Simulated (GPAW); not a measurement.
A run of GPAW 26.7.0:

File run.py:

```python
from ase import Atoms
from ase.eos import EquationOfState
from ase.io import Trajectory
from ase.units import GPa
from gpaw import GPAW, PW, setup_paths

setup_paths.insert(0, '.')

atoms = Atoms(['Ge', 'Ge'],
              cell=[[0.0, 2.82891, 2.82891],
                    [2.82891, 0.0, 2.82891],
                    [2.82891, 2.82891, 0.0]],
              scaled_positions=[[0.75, 0.75, 0.75],
                                [0.5, 0.5, 0.5]],
              pbc=True)

traj = Trajectory('eos.traj', 'w')
volumes, energies = [], []
for x in [0.94, 0.96, 0.98, 1.0, 1.02, 1.04, 1.06]:
    a = atoms.copy()
    a.set_cell(atoms.cell * x**(1 / 3), scale_atoms=True)
    calc = GPAW(mode=PW(600),
                xc='PBEsol',
                kpts={'size': (8, 8, 8), 'gamma': True},
                occupations={'name': 'fermi-dirac', 'width': 0.05},
                nbands=11,
                convergence={'density': 1e-05, 'energy': 1e-05},
                maxiter=150,
                txt=f'eos-{x:.2f}.txt')
    a.calc = calc
    energies.append(a.get_potential_energy(force_consistent=True))
    volumes.append(a.get_volume())
    p = -a.get_stress()[:3].mean() / GPa
    calc.write(f'eos-{x:.2f}.gpw')
    traj.write(a)
    print(f'{x:.2f} {volumes[-1]:10.4f} A^3 {energies[-1]:14.6f} eV {p:9.3f} GPa', flush=True)

v0, e0, B = EquationOfState(volumes, energies, eos='birchmurnaghan').fit()
print(f'V0 = {v0:.4f} A^3, E0 = {e0:.6f} eV, B0 = {B / GPa:.2f} GPa')
```

Potentials or basis: PAW data sets generated in the run's folder for this functional, pw.

Command:

```console
$ gpaw-setup -f PBEsol Ge
$ OMP_NUM_THREADS=1 python run.py
```

Hardware: 1 thread of Arm Neoverse V1, on a shared host.

Q: Estimate the wall time of this run.

A: It took 70 s on 1 thread of Arm Neoverse V1, with other jobs on the host, peak memory 0.24 GiB. Counts: scf iterations 63, plane waves 1433, bands 11, k points 29.
